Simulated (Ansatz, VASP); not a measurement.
## Si in VASP and in Ansatz

File INCAR:

```
ALGO = Normal
EDIFF = 1E-6
ENCUT = 520
GGA = CA
ISIF = 2
ISMEAR = 0
LASPH = T
LCHARG = F
LREAL = F
LWAVE = F
NBANDS = 8
NELM = 60
PREC = Accurate
SIGMA = 0.15
```

The input KPOINTS:

```
k-points
0
Gamma
  22 22 22
```

The input POSCAR:

```
Si
1.0
   -1.5618383328      1.5618383328      1.3731430440
    1.5618383328     -1.5618383328      1.3731430440
    1.5618383328      1.5618383328     -1.3731430440
Si
1
Direct
    0.0000000000      0.0000000000      0.0000000000
```

Input for Ansatz:

```yaml
crystal:
  lattice:
    - [-1.5618383328, 1.5618383328, 1.373143044]
    - [1.5618383328, -1.5618383328, 1.373143044]
    - [1.5618383328, 1.5618383328, -1.373143044]
  atoms:
    - { symbol: Si, position: [0.0, 0.0, 0.0] }
basis:
  ecutwfc: 420
kpoints:
  mp_grid: { grid: [22, 22, 22] }
hamiltonian:
  xc: lda
scf:
  occupations: { method: gaussian, width: 0.15 }
output:
  forces: true
  stress: true
  eigenvalues: true
```

Change from the starting cell: strain -0.040 along x and y, +0.040 along z, atoms carried along.

Alike in both runs: task single point; functional LDA; k mesh 22 × 22 × 22; occupations gaussian, width 0.15 eV; no spin polarisation.

```csv
,VASP,Ansatz
version,VASP 6.6.1,Ansatz 0.2.0
potentials or method,"VASP PAW LDA potentials, release 64 (Si)","scalar-relativistic, plane waves, PAW"
plane-wave cutoff (eV),520,420
valence electrons in the cell,4,4
```

VASP gave:

```
gap on the k mesh at the Fermi level (eV)       : none
pressure (GPa)                                  : 4.8
largest component of the traceless stress (GPa) : 3.58
```

Q: What did Ansatz give for the same quantities?

A: gap on the k mesh at the Fermi level (eV): none; pressure (GPa): 4.7; largest component of the traceless stress (GPa): 3.54.

A gap of «none» marks a metal or a gap that the smearing closes.
